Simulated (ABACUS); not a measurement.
**Rb under changes of volume**

One of the cells (95.352 Å³/atom); the others are scaled copies at fixed shape and fractional positions:

```
CELL_PARAMETERS angstrom
-2.95451 2.95451 2.73085
2.95451 -2.95451 2.73085
2.95451 2.95451 -2.73085
ATOMIC_POSITIONS crystal
Rb 0.00000 0.00000 0.00000
```

This isn't the form of Rb at room conditions, which is bcc.

```yaml
Program: ABACUS 3.10.1
Functional: PBE
Potentials_or_basis: PseudoDojo NC SR 0.4.1 PBE standard
Cutoff: 639 eV
Density_cutoff: 2558 eV
Basis: plane waves
k_mesh: 7 × 7 × 7
Occupations: fermi-dirac, width 0.05 eV
Spin: no spin polarisation
```

| volume (Å³/atom) | energy over the lowest point (meV/atom) | pressure (GPa) |
| --- | --- | --- |
| 89.631 | ? | ? |
| 91.538 | 0.00 | 0.0 |
| 93.445 | 0.58 | -0.1 |
| 95.352 | 1.77 | -0.1 |
| 97.259 | 3.51 | -0.2 |
| 99.166 | 5.75 | -0.2 |
| 101.073 | 8.44 | -0.2 |

Q: What does the run at 89.631 Å³/atom give?

A: Energy over the lowest point 0.09 meV/atom; pressure 0.0 GPa.

Worked out: A Birch-Murnaghan fit of order 3 (a polynomial in V^(-2/3)) to the other rows has its minimum at 90.83 Å³/atom, just outside them, with B0 = V·E''(V) = 2.8 GPa and B' = 3.8 at fixed shape and positions, which overstates the stiffness. It gives 0.09 meV/atom at 89.631 Å³/atom, against the run's 0.09, and -dE/dV = 0.0 GPa, against 0.0.

Energies are extrapolated to zero smearing.
